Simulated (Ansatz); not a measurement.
Runs of Ansatz 0.2.0 on Br. Symmetry: Cmce, No. 64, orthorhombic system. Conventional cell: a = 6.726 Å, b = 4.645 Å, c = 8.702 Å, α = 90.00°, β = 90.00°, γ = 90.00°. Around Br (site symmetry m) lie 1 Br at 2.29 Å. 

| task | level | cell | cutoff (eV) | basis error allowed | gap on the mesh (eV) | pressure (GPa) | largest force (eV/Å) |
| --- | --- | --- | --- | --- | --- | --- | --- |
| relaxation of cell and atoms | PBEsol | relaxed | - | 0.002 eV/atom | 1.24 | 0.0 | - |
| single point | PBE | atoms moved at random, drawn with an rms of 0.05 Å | 362 | 0.001 eV/atom | 1.71 | 1.4 | 1.42 |
| relaxation of cell and atoms | PBEsol | relaxed to 30 GPa | - | 0.002 eV/atom | 0.36 | 30.0 | - |
| single point | PBE | as given | 348 | 0.001 eV/atom | (a) | 1.8 | (b) |

Alike in all rows: potentials or basis all-electron LAPW, scalar-relativistic; no spin polarisation; k mesh 7 × 7 × 3; smearing fermi-dirac 0.05 eV.

Q: Fill in the values left out.

A: (a) 1.91; (b) 0.87.

Caveats: an odd mesh through Γ misses points on the zone boundary, where band edges often lie.

A k mesh can miss the band edges, and the runs leave out spin-orbit coupling on Br.
